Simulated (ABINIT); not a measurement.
# BaTiO3 (R3m) in ABINIT: settings compared

The runs below take BaTiO3 through band structure, with LDA, PBEsol, BLYP, AM05.

All numbers are computed with ABINIT 10.8.3 (patched build); they aren't measurements. Logs are shortened: lines on timing, memory, paths and dates and some standing lists are left out, and cuts for length are marked. The log counts tension as positive stress, the text compression.

## 1. Starting point

It takes space group R3m (No. 160, trigonal). Conventional cell: a = 5.655 Å, b = 5.655 Å, c = 6.955 Å, α = 90.00°, β = 90.00°, γ = 120.00°. Ba (site symmetry 3m) has 12 O at 2.79 to 2.89 Å as nearest neighbours. Around Ti (site symmetry 3m) lie 6 O at 1.87 to 2.14 Å. Around O (site symmetry m) lie 2 Ti at 1.87 to 2.14 Å.

## 2. Band structure, LDA

Input file run.abi:

```
ndtset 2

pp_dirpath "./"
pseudos "Ba.GGA_PBE-JTH.xml, Ti.GGA_PBE-JTH.xml, O.GGA_PBE-JTH.xml"

acell 3*1.0
rprim
     5.3429485438     3.0847527799     4.3811287513
    -5.3429485438     3.0847527799     4.3811287513
     0.0000000000    -6.1695055600     4.3811287513
ntypat 3
znucl 56 22 8
natom 5
typat 1 2 3 3 3
xred
     0.0000000000     0.0000000000     0.0000000000
     0.4845000000     0.4845000000     0.4845000000
     0.5086000000     0.0175000000     0.5086000000
     0.0175000000     0.5086000000     0.5086000000
     0.5086000000     0.5086000000     0.0175000000

ecut 28.0
pawecutdg 50.0

ixc 7

occopt 3
tsmear 0.05 eV

nstep 100

iomode 3
prtwf 0
prteig 0
prtebands 0
enunit 1
prtden1 1

kptopt1 1
ngkpt1 7 7 7
nshiftk1 1
shiftk1 0.0 0.0 0.0
nband1 24
tolvrs1 1.0e-9

iscf2 -2
getden2 1
nband2 30
nbdbuf2 4
tolwfr2 1.0e-11
kptopt2 -2
ndivsm2 8
prteig2 1
prtvol2 -3
kptbounds2
     0.0000000000     0.0000000000     0.0000000000
     0.5000000000     0.0000000000     0.0000000000
     0.5000000000     0.4971712123    -0.4971712123
```

Potentials or basis: JTH PAW PBE v2.0.

The run is started by

```console
$ abinit run.abi > log 2>&1
```

run.abo:

```text
.Version 10.8.3 of ABINIT
 DATASET    1 : space group R3 m (#160); Bravais hR (rhombohedral)
================================================================================
 Values of the parameters that define the memory need for DATASET  1.
     intxc =       0    ionmov =       0      iscf =      17    lmnmax =      18
     lnmax =       6     mgfft =      40  mpssoang =       3    mqgrid =    3001
     natom =       5  nloc_mem =       2    nspden =       1   nspinor =       1
    nsppol =       1      nsym =       6    n1xccc =       1    ntypat =       3
    occopt =       3   xclevel =       1
       mpw =        3084          nfft =       64000          nkpt =          44
 PAW method is used; the additional fine FFT grid is defined by:
   mgfftf=        50    nfftf =    125000
================================================================================
================================================================================

 DATASET    2 : space group R3 m (#160); Bravais hR (rhombohedral)
================================================================================
 Values of the parameters that define the memory need for DATASET  2.
     intxc =       0    ionmov =       0      iscf =      -2    lmnmax =      18
     lnmax =       6     mgfft =      40  mpssoang =       3    mqgrid =    3001
     natom =       5  nloc_mem =       2    nspden =       1   nspinor =       1
    nsppol =       1      nsym =       6    n1xccc =       1    ntypat =       3
    occopt =       3   xclevel =       1
       mpw =        3112          nfft =       64000          nkpt =          20
 PAW method is used; the additional fine FFT grid is defined by:
   mgfftf=        50    nfftf =    125000
================================================================================
================================================================================

--------------------------------------------------------------------------------
------------- Echo of variables that govern the present computation ------------
--------------------------------------------------------------------------------
 -outvars: echo values of preprocessed input variables --------
            acell      1.0000000000E+00  1.0000000000E+00  1.0000000000E+00 Bohr
              amu      1.37327000E+02  4.78800000E+01  1.59994000E+01
             ecut      2.80000000E+01 Hartree
           enunit           1
           getden1          0
           getden2          1
             iscf1         17
             iscf2         -2
              ixc           7
           jdtset        1    2
           kptopt1          1
           kptopt2         -2
         kptrlatt        7    0    0      0    7    0      0    0    7
          kptrlen1     5.29678894E+01
          kptrlen2     3.00000000E+01
            natom           5
            nband1         24
            nband2         30
           nbdbuf1          0
           nbdbuf2          4
           ndtset           2
           ndivsm1          0
           ndivsm2          8
            ngfft          40      40      40
          ngfftdg          50      50      50
             nkpt1         44
             nkpt2         20
            nstep         100
             nsym           6
           ntypat           3
           occopt           3
        pawecutdg      5.00000000E+01 Hartree
        prtebands           0
           prteig1          0
           prteig2          1
           prtvol1          0
           prtvol2         -3
            prtwf           0
            rprim      5.3429485438E+00  3.0847527799E+00  4.3811287513E+00
                      -5.3429485438E+00  3.0847527799E+00  4.3811287513E+00
                       0.0000000000E+00 -6.1695055600E+00  4.3811287513E+00
           shiftk1     0.00000000E+00  0.00000000E+00  0.00000000E+00
           shiftk2     5.00000000E-01  5.00000000E-01  5.00000000E-01
          spgroup         160
           tolvrs1     1.00000000E-09
           tolvrs2     0.00000000E+00
           tolwfr1     0.00000000E+00
           tolwfr2     1.00000000E-11
           tsmear      1.83746611E-03 Hartree
            typat      1  2  3  3  3
           useylm           1
           xangst      0.0000000000E+00  0.0000000000E+00  0.0000000000E+00
                      -1.1171250520E-16 -5.1277284535E-11  3.3697849401E+00
                       1.3885197404E+00 -8.0166224594E-01  2.3988417458E+00
                      -1.3885197404E+00 -8.0166224594E-01  2.3988417458E+00
                      -4.2787817809E-16  1.6033244918E+00  2.3988417458E+00
            xcart      0.0000000000E+00  0.0000000000E+00  0.0000000000E+00
                      -2.1110603967E-16 -9.6900024252E-11  6.3679706400E+00
                       2.6239220299E+00 -1.5149220903E+00  4.5331539190E+00
[... 298 lines left out ...]
  1.30E-12  2.92E-12  1.28E-12  7.28E-12  9.11E-12  2.17E-12  6.82E-13  6.09E-12
  3.97E-12  2.35E-12  7.64E-12  3.46E-12  2.81E-12  7.85E-12  2.47E-12  2.65E-12
  3.22E-12  2.36E-12  5.73E-12  2.35E-08  4.15E-12  9.58E-07
 -1.9075E+00 -1.0471E+00 -1.0471E+00 -1.0468E+00 -7.7158E-01 -4.7079E-01
 -4.4484E-01 -4.4484E-01 -2.2575E-01 -2.2575E-01 -2.2565E-01  5.5311E-02
  5.5419E-02  5.5419E-02  8.7600E-02  8.7600E-02  9.6656E-02  1.1689E-01
  1.2234E-01  1.2234E-01  2.2144E-01  2.2144E-01  2.2694E-01  3.0311E-01
  3.0311E-01  3.1805E-01  3.1805E-01  4.0023E-01  4.5184E-01  4.5189E-01
 Non-SCF case, kpt    2 (  0.06250  0.00000  0.00000), residuals and eigenvalues=
[... 175 lines left out ...]
 -4.3680E-01 -4.3639E-01 -2.5250E-01 -2.5209E-01 -2.5092E-01 -2.3229E-02
  1.6572E-03  2.6330E-03  4.5929E-02  4.8278E-02  5.0116E-02  1.3412E-01
  1.3457E-01  1.3566E-01  2.9427E-01  2.9975E-01  3.0003E-01  3.7807E-01
  3.8097E-01  3.9025E-01  4.3357E-01  4.3541E-01  5.1151E-01  5.1564E-01
 Non-SCF case, kpt   20 (  0.50000  0.49717 -0.49717), residuals and eigenvalues=
  5.13E-12  1.98E-12  9.25E-13  9.95E-13  4.76E-12  3.11E-12  7.96E-12  5.30E-12
  8.27E-12  8.44E-12  6.58E-13  6.62E-13  2.80E-12  2.38E-12  7.81E-12  7.19E-12
  8.91E-12  4.13E-12  9.57E-12  5.42E-12  5.04E-12  1.18E-12  9.05E-12  3.70E-12
  6.63E-12  4.30E-12  1.06E-09  3.81E-11  4.20E-07  2.40E-06
 -1.9074E+00 -1.0489E+00 -1.0489E+00 -1.0486E+00 -7.6186E-01 -4.3661E-01
 -4.3613E-01 -4.3612E-01 -2.5316E-01 -2.5316E-01 -2.5292E-01 -2.4383E-02
  1.2407E-03  1.2442E-03  4.8469E-02  4.8478E-02  5.0143E-02  1.3591E-01
  1.3592E-01  1.3649E-01  2.9531E-01  3.0089E-01  3.0089E-01  3.7801E-01
  3.7802E-01  3.8508E-01  4.3565E-01  4.3566E-01  5.1675E-01  5.1677E-01

--- !ResultsGS
iteration_state: {dtset: 2, }
comment   : Summary of ground state results
lattice_vectors:
- [  5.3429485,   3.0847528,   4.3811288, ]
- [ -5.3429485,   3.0847528,   4.3811288, ]
- [  0.0000000,  -6.1695056,   4.3811288, ]
lattice_lengths: [   7.56684,    7.56684,    7.56684, ]
lattice_angles: [ 89.837,  89.837,  89.837, ] # degrees, (23, 13, 12)
lattice_volume:   4.3325005E+02
convergence: {deltae:  0.000E+00, res2:  0.000E+00, residm:  9.982E-12, diffor:  0.000E+00, }
etotal    :  -1.33458140E+02
entropy   :   0.00000000E+00
fermie    :   1.79169610E-01
cartesian_stress_tensor: null
pressure_GPa: null
xred      :
- [  0.0000E+00,   0.0000E+00,   0.0000E+00, Ba]
- [  4.8450E-01,   4.8450E-01,   4.8450E-01, Ti]
- [  5.0860E-01,   1.7500E-02,   5.0860E-01,  O]
- [  1.7500E-02,   5.0860E-01,   5.0860E-01,  O]
- [  5.0860E-01,   5.0860E-01,   1.7500E-02,  O]
cartesian_forces: null
force_length_stats: {min: null, max: null, mean: null, }
...

 Integrated electronic density in atomic spheres:
 ------------------------------------------------
 Atom  Sphere_radius  Integrated_density
    1        2.31519          6.53715966
    2        2.30803         10.40282511
    3        1.41465          4.53749843
    4        1.41465          4.53749843
    5        1.41465          4.53749843

================================================================================

 ----iterations are completed or convergence reached----

 Mean square residual over all n,k,spin=   45.970E-13; max=  99.817E-13
 reduced coordinates (array xred) for    5 atoms
       0.000000000000      0.000000000000      0.000000000000
       0.484500000000      0.484500000000      0.484500000000
       0.508600000000      0.017500000000      0.508600000000
       0.017500000000      0.508600000000      0.508600000000
       0.508600000000      0.508600000000      0.017500000000

 cartesian coordinates (angstrom) at end:
    1      0.00000000000000     0.00000000000000     0.00000000000000
    2     -0.00000000000000    -0.00000000005128     3.36978494010899
    3      1.38851974044636    -0.80166224594205     2.39884174580720
    4     -1.38851974044636    -0.80166224594205     2.39884174580720
    5     -0.00000000000000     1.60332449177460     2.39884174580720
 length scales=  1.000000000000  1.000000000000  1.000000000000 bohr
              =  0.529177210544  0.529177210544  0.529177210544 angstroms
 Eigenvalues (   eV  ) for nkpt=  20  k points:
 kpt#   1, nband= 30, wtk=  1.00000, kpt=  0.0000  0.0000  0.0000 (reduced coord)
 -51.90578  -28.49270  -28.49270  -28.48475  -20.99589  -12.81072  -12.10480  -12.10480
  -6.14309   -6.14309   -6.14021    1.50509    1.50803    1.50803    2.38373    2.38373
   2.63015    3.18065    3.32895    3.32895    6.02567    6.02567    6.17537    8.24804
   8.24804    8.65465    8.65465   10.89078   12.29518   12.29655
 kpt#   2, nband= 30, wtk=  1.00000, kpt=  0.0625  0.0000  0.0000 (reduced coord)
 -51.90573  -28.49421  -28.49259  -28.48525  -20.99143  -12.81200  -12.10391  -12.10330
  -6.13696   -6.13533   -6.12411    1.43322    1.49666    1.49888    2.33020    2.33891
   2.60398    3.09267    3.31072    3.33940    6.03061    6.09141    6.20148    8.24759
   8.35882    8.73364    8.73384   10.98695   12.29573   12.34170
 kpt#   3, nband= 30, wtk=  1.00000, kpt=  0.1250  0.0000  0.0000 (reduced coord)
 -51.90560  -28.49940  -28.49235  -28.48588  -20.97867  -12.82071  -12.09906  -12.09541
  -6.11939   -6.11722   -6.07439    1.23342    1.46017    1.46669    2.19741    2.22306
   2.52311    2.91590    3.25906    3.29175    6.05422    6.27340    6.29726    8.24631
   8.63609    8.95635    8.96430   11.26834   12.25301   12.47299
 kpt#   4, nband= 30, wtk=  1.00000, kpt=  0.1875  0.0000  0.0000 (reduced coord)
 -51.90541  -28.50800  -28.49201  -28.48598  -20.95945  -12.84656  -12.09270  -12.06729
[... 69 lines left out ...]
 -51.90241  -28.54104  -28.53764  -28.53008  -20.74290  -11.98514  -11.90555  -11.88981
  -6.82192   -6.77986   -6.68769   -0.55544    0.08186    0.17289    1.07881    1.30204
   1.35738    3.51777    3.56457    3.64492    7.92734    8.07504    8.10374   10.35166
  10.54956   10.91591   11.66155   11.83753   13.57407   13.95159
 kpt#  19, nband= 30, wtk=  1.00000, kpt=  0.5000  0.4520 -0.4520 (reduced coord)
 -51.90227  -28.54140  -28.54056  -28.53252  -20.73447  -11.90103  -11.88585  -11.87471
  -6.87087   -6.85961   -6.82783   -0.63209    0.04510    0.07165    1.24980    1.31372
   1.36373    3.64961    3.66172    3.69154    8.00753    8.15672    8.16423   10.28791
  10.36682   10.61925   11.79812   11.84803   13.91891   14.03124
 kpt#  20, nband= 30, wtk=  1.00000, kpt=  0.5000  0.4972 -0.4972 (reduced coord)
 -51.90221  -28.54167  -28.54167  -28.53332  -20.73136  -11.88071  -11.86758  -11.86750
  -6.88891   -6.88888   -6.88233   -0.66350    0.03376    0.03386    1.31891    1.31915
   1.36445    3.69840    3.69847    3.71402    8.03588    8.18769    8.18772   10.28605
  10.28642   10.47863   11.85460   11.85478   14.06160   14.06200

== END DATASET(S) ==============================================================
================================================================================

 -outvars: echo values of variables after computation  --------
            acell      1.0000000000E+00  1.0000000000E+00  1.0000000000E+00 Bohr
           etotal1    -1.3345814035E+02
            fcart1    -1.3282125766E-19 -4.3207847174E-20 -2.9261590204E-03
                       2.4966738062E-20  2.5459349209E-20  4.3227468452E-04
                       9.1707213419E-05 -5.2947184355E-05  8.3129477864E-04
                      -9.1707213419E-05 -5.2947184355E-05  8.3129477864E-04
                       2.7196649457E-20  1.0589436871E-04  8.3129477864E-04
            rprim      5.3429485438E+00  3.0847527799E+00  4.3811287513E+00
                      -5.3429485438E+00  3.0847527799E+00  4.3811287513E+00
                       0.0000000000E+00 -6.1695055600E+00  4.3811287513E+00
           strten1     1.6849084507E-04  1.6849084595E-04  1.7115176807E-04
                       3.2993594637E-13  0.0000000000E+00  0.0000000000E+00
           xangst      0.0000000000E+00  0.0000000000E+00  0.0000000000E+00
                      -1.1171250520E-16 -5.1277284535E-11  3.3697849401E+00
                       1.3885197404E+00 -8.0166224594E-01  2.3988417458E+00
                      -1.3885197404E+00 -8.0166224594E-01  2.3988417458E+00
                      -4.2787817809E-16  1.6033244918E+00  2.3988417458E+00
             xred      0.0000000000E+00  0.0000000000E+00  0.0000000000E+00
                       4.8450000000E-01  4.8450000000E-01  4.8450000000E-01
                       5.0860000000E-01  1.7500000000E-02  5.0860000000E-01
                       1.7500000000E-02  5.0860000000E-01  5.0860000000E-01
                       5.0860000000E-01  5.0860000000E-01  1.7500000000E-02
 Calculation completed.
```

Run time: 3.2 min. Hardware: 1 thread of Arm Neoverse V1, shared host; peak memory 0.18 GiB.

What came out:

| Item | Value |
| --- | --- |
| Free energy | -3631.5810 eV |
| Pressure | -5.0 GPa |
| Largest force | 0.150 eV/Å |
| Band gap on the k mesh | 2.37 eV, indirect (least direct gap 2.70 eV) |
| Band gap along the path | 2.31 eV, indirect (least direct gap 2.69 eV) |

Forces on the atoms (eV/Å):
```
Ba   0.000  0.000 -0.150
Ti   0.000  0.000  0.022
O    0.005 -0.003  0.043
O   -0.005 -0.003  0.043
O    0.000  0.005  0.043
```

Levels at the corners of the path, in eV from the valence-band top:
```tsv
point	band 18	band 19	band 20	band 21	band 22	band 23
Γ	-0.53	-0.38	-0.38	2.31	2.31	2.46
L	-1.65	-0.96	-0.82	2.49	3.77	3.87
B1	-0.02	-0.02	0.00	4.32	4.47	4.47
```

Caveat: this set's barium file shifts pressures by 1.5 GPa and gaps by 0.1 eV against other sets; the PAW data sets were made with another functional, which shifts forces and pressure a little; spin-orbit coupling is left out, which moves the levels of the heavy elements; the atomic spheres overlap.

## 3. Band structure, PBEsol

Changes to run.abi since step 2:

```diff
@@ -23,4 +23,5 @@
 pawecutdg 50.0
+pawxcdev 0
 
-ixc 7
+ixc -116133
```

Potentials or basis: JTH PAW PBE v2.0.

The run is started by

```console
$ abinit run.abi > log 2>&1
```

run.abo:

```text
.Version 10.8.3 of ABINIT
 DATASET    1 : space group R3 m (#160); Bravais hR (rhombohedral)
================================================================================
 Values of the parameters that define the memory need for DATASET  1.
     intxc =       0    ionmov =       0      iscf =      17    lmnmax =      18
     lnmax =       6     mgfft =      40  mpssoang =       3    mqgrid =    3001
     natom =       5  nloc_mem =       2    nspden =       1   nspinor =       1
    nsppol =       1      nsym =       6    n1xccc =       1    ntypat =       3
    occopt =       3   xclevel =       2
       mpw =        3084          nfft =       64000          nkpt =          44
 PAW method is used; the additional fine FFT grid is defined by:
   mgfftf=        50    nfftf =    125000
================================================================================
================================================================================

 DATASET    2 : space group R3 m (#160); Bravais hR (rhombohedral)
[... 727 lines left out ...]
            acell      1.0000000000E+00  1.0000000000E+00  1.0000000000E+00 Bohr
           etotal1    -1.3307122219E+02
            fcart1    -1.3200800555E-21  1.0834320448E-19 -2.5925460740E-03
                      -9.0897578219E-20 -1.8328436162E-20  2.9372307804E-03
                       1.6548728131E-03 -9.5544126414E-04 -1.1489490213E-04
                      -1.6548728131E-03 -9.5544126414E-04 -1.1489490213E-04
                      -3.0827042950E-20  1.9108825283E-03 -1.1489490208E-04
            rprim      5.3429485438E+00  3.0847527799E+00  4.3811287513E+00
                      -5.3429485438E+00  3.0847527799E+00  4.3811287513E+00
                       0.0000000000E+00 -6.1695055600E+00  4.3811287513E+00
           strten1     4.1931866570E-06  4.1931875301E-06  1.0616003396E-05
                       3.2743560017E-13  0.0000000000E+00  0.0000000000E+00
           xangst      0.0000000000E+00  0.0000000000E+00  0.0000000000E+00
                      -1.1171250520E-16 -5.1277284535E-11  3.3697849401E+00
                       1.3885197404E+00 -8.0166224594E-01  2.3988417458E+00
                      -1.3885197404E+00 -8.0166224594E-01  2.3988417458E+00
                      -4.2787817809E-16  1.6033244918E+00  2.3988417458E+00
             xred      0.0000000000E+00  0.0000000000E+00  0.0000000000E+00
                       4.8450000000E-01  4.8450000000E-01  4.8450000000E-01
                       5.0860000000E-01  1.7500000000E-02  5.0860000000E-01
                       1.7500000000E-02  5.0860000000E-01  5.0860000000E-01
                       5.0860000000E-01  5.0860000000E-01  1.7500000000E-02
 Calculation completed.
```

It took 3.5 min on 1 thread of Arm Neoverse V1, shared host; peak memory 0.2 GiB.

What came out:

* Free energy: -3621.0524 eV
* Pressure: -0.2 GPa
* Largest force: 0.151 eV/Å
* Band gap on the k mesh: 2.41 eV, indirect (least direct gap 2.74 eV)
* Band gap along the path: 2.35 eV, indirect (least direct gap 2.74 eV)

Forces in eV/Å, atoms in the order of the input:
```
Ba   0.000  0.000 -0.133
Ti   0.000  0.000  0.151
O    0.085 -0.049 -0.006
O   -0.085 -0.049 -0.006
O    0.000  0.098 -0.006
```

Stress tensor (GPa, compression positive):
```
-0.12  0.00  0.00
 0.00 -0.12  0.00
 0.00  0.00 -0.31
```

Levels at the corners of the path, in eV from the valence-band top:
```tsv
point	band 18	band 19	band 20	band 21	band 22	band 23
Γ	-0.53	-0.39	-0.39	2.35	2.35	2.50
L	-1.65	-0.96	-0.82	2.54	3.81	3.91
B1	-0.02	-0.02	0.00	4.36	4.51	4.51
```

Caveat: this set's barium file shifts pressures by 1.5 GPa and gaps by 0.1 eV against other sets; the PAW data sets were made with another functional, which shifts forces and pressure a little; spin-orbit coupling is left out, which moves the levels of the heavy elements; the atomic spheres overlap. As with any semilocal functional, this PBEsol gap is likely too small.

(Part 1 of 2 ends here.)
